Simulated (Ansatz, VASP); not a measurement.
**One calculation of B, two programs**

```
B
1.0
     1.88551    0.00000    0.00000
     0.00000    1.88551    0.00000
     0.00000    0.00000    1.88551
B
1
Direct
  0.00000 0.00000 0.00000
```

Alike in both runs: task single point; functional PBE; k mesh 25 × 25 × 25; occupations fermi-dirac, width 0.05 eV; no spin polarisation.

|  | VASP | Ansatz |
| --- | --- | --- |
| version | VASP 6.6.1 | Ansatz 0.2.0 |
| potentials or method | VASP PAW PBE potentials, release 64 (B), cutoff 520 eV | all-electron LAPW, scalar-relativistic |

|  | VASP | Ansatz | Ansatz less VASP |
| --- | --- | --- | --- |
| pressure (GPa) | -0.2 | -0.3 | -0.04 |

Ansatz ran all-electron here, so the differences hold the error of VASP's frozen core and of both bases.
